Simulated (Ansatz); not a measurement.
All numbers below come from DFT PBE, scalar-relativistic, plane waves, PAW in Ansatz 0.2.0. Settings: cutoff 420 eV, Γ-centred meshes spaced at most about 0.3 Å⁻¹ (2π included), Gaussian smearing. No spin polarisation in the final relaxations.

All energies are static (0 K, no zero-point motion). Lower structures may exist.

Question: Which of these relaxed structures of BN is the lowest in energy?
1.

```cif
data_structure
_symmetry_space_group_name_H-M 'F-43m'
_symmetry_Int_Tables_number 216
_cell_length_a 3.6247
_cell_length_b 3.6247
_cell_length_c 3.6247
_cell_angle_alpha 90.000
_cell_angle_beta 90.000
_cell_angle_gamma 90.000
_cell_volume 47.62
loop_
_atom_site_label
_atom_site_type_symbol
_atom_site_symmetry_multiplicity
_atom_site_Wyckoff_symbol
_atom_site_fract_x
_atom_site_fract_y
_atom_site_fract_z
_atom_site_occupancy
B1 B 4 a 0.00000 0.00000 0.00000 1
N1 N 4 c 0.25000 0.25000 0.25000 1
```

2.

```cif
data_structure
_symmetry_space_group_name_H-M 'I4/mmm'
_symmetry_Int_Tables_number 139
_cell_length_a 5.3812
_cell_length_b 5.3812
_cell_length_c 2.6232
_cell_angle_alpha 90.000
_cell_angle_beta 90.000
_cell_angle_gamma 90.000
_cell_volume 75.96
loop_
_atom_site_label
_atom_site_type_symbol
_atom_site_symmetry_multiplicity
_atom_site_Wyckoff_symbol
_atom_site_fract_x
_atom_site_fract_y
_atom_site_fract_z
_atom_site_occupancy
B1 B 2 a 0.00000 0.00000 0.00000 1
N1 N 2 b 0.00000 0.00000 0.50000 1
```

3.

```cif
data_structure
_symmetry_space_group_name_H-M 'P6_3/mmc'
_symmetry_Int_Tables_number 194
_cell_length_a 2.5122
_cell_length_b 2.5122
_cell_length_c 8.3440
_cell_angle_alpha 90.000
_cell_angle_beta 90.000
_cell_angle_gamma 120.000
_cell_volume 45.60
loop_
_atom_site_label
_atom_site_type_symbol
_atom_site_symmetry_multiplicity
_atom_site_Wyckoff_symbol
_atom_site_fract_x
_atom_site_fract_y
_atom_site_fract_z
_atom_site_occupancy
B1 B 2 c 0.33333 0.66667 0.25000 1
N1 N 2 d 0.33333 0.66667 0.75000 1
```

Answer: 3. It has the hexagonal BN type, space group P6_3/mmc (No. 194); the next, 1, with the zinc blende type, space group F-43m (No. 216), lies 77 meV/atom higher. Counting N atoms around B (those within 1.25 times the shortest such distance or 1.15 times the sum of covalent radii), the lowest has B 3 and the next has B 4.

No dispersion correction is applied, so the spacing and binding between layers, chains or molecules are poorly described (P6_3/mmc, I4/mmm), and this can change margins and order among such cells. The P6_3/mmc cell at 11.4 Å³/atom was relaxed from a cell as deposited in COD. The F-43m cell at 6.0 Å³/atom was relaxed from a cell as deposited in COD. Cells relaxed within their symmetry can be saddle points. Some types were kept out of the candidates beforehand, so the set may lack a known form.
